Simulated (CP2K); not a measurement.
Al2Au:

```
CELL_PARAMETERS angstrom
4.24264 0.00000 0.00000
2.12132 3.67423 0.00000
2.12132 1.22474 3.46410
ATOMIC_POSITIONS crystal
Au 0.00000 0.00000 0.00000
Al 0.75000 0.75000 0.75000
Al 0.25000 0.25000 0.25000
```

- Program: CP2K 2026.2
- Task: relaxation of cell and atoms
- Functional: HLE16
- Potentials or basis: POTENTIAL_UZH Au GTH-PBE-q11, Al GTH-PBE-q3; TZVP-MOLOPT-PBE-GTH basis
- Density cutoff: 9524 eV
- k mesh: 6 × 6 × 6
- Occupations: fermi-dirac, width 0.05 eV
- Spin: no spin polarisation

At the start: pressure -13.2 GPa; volume 18.00 Å³/atom.

Question: How do energy, volume and symmetry change on relaxing?

Answer: Over 7 steps the energy falls by 83.6 meV/atom and the volume is 16.08 Å³/atom (-10.7 %); space group R-3m (No. 166, to 0.05 Å).

The path:
| step | energy change (eV) | largest force (eV/Å) | volume (Å³) |
| --- | --- | --- | --- |
| 1 | 0.0000 | 0.0000 | 54.00 |
| 2 | -0.0417 | 0.0152 | 53.48 |
| 3 | -0.2199 | 0.3527 | 46.83 |
| 4 | -0.2515 | 0.2286 | 48.54 |
| 5 | -0.2508 | 0.2467 | 48.26 |
| 6 | -0.2507 | 0.2477 | 48.25 |
| 7 | -0.2507 | 0.2477 | 48.25 |

Final structure:
```
Au Al
1.0
     4.12031    0.00000    0.00000
     2.12122    3.53298    0.00000
     2.12122    1.22463    3.31428
Au Al
1 2
Direct
  0.00000 0.00000 0.00000
  0.75000 0.75000 0.75000
  0.25000 0.25000 0.25000
```

Caveat: the potentials were made for a functional far from this one; with these potentials and basis sets, volumes of gold and of layered tellurides can stand 1.5 % and more from those of plane-wave programs; the potentials were made for another functional, which shifts forces and pressure; the basis of atomic orbitals isn't converged, which shifts pressures, moduli and gaps; the real-space grid breaks the cell's symmetry a little.
